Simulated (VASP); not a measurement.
# V: equation of state with PBE

Crystal: V.

```
V
1.0
     0.00000    1.89500    1.89500
     1.89500    0.00000    1.89500
     1.89500    1.89500    0.00000
V
1
Direct
  0.00000 0.00000 0.00000
```

This isn't the form of V at room conditions, which is bcc.

- Program: VASP 6.6.1
- Task: equation of state
- Functional: PBE
- Potentials or basis: VASP PAW PBE potentials, release 64 (V_sv)
- Cutoff: 520 eV
- k mesh: 12 × 12 × 12
- Occupations: fermi-dirac, width 0.05 eV
- Spin: collinear spin, ferromagnetic start
- Starting moments: [2.0] μB

```yaml
Equilibrium_volume: 13.92 Å³/atom
Bulk_modulus: 177 GPa
Pressure_derivative_of_the_bulk_modulus: 3.9
```

Energy against volume, from the lowest point:
| volume (Å³/atom) | energy (meV/atom) |
| --- | --- |
| 12.793 | 57.18 |
| 13.066 | 31.67 |
| 13.338 | 14.11 |
| 13.610 | 3.77 |
| 13.882 | 0.00 |
| 14.154 | 2.16 |
| 14.427 | 9.72 |

All runs of the series together: 2.2 min on 1 thread of AMD EPYC 9R45 (Zen 5), with other jobs on the host.

PBE usually gives volumes a little too large and moduli too small. Zero-point motion and thermal expansion aren't in these numbers.
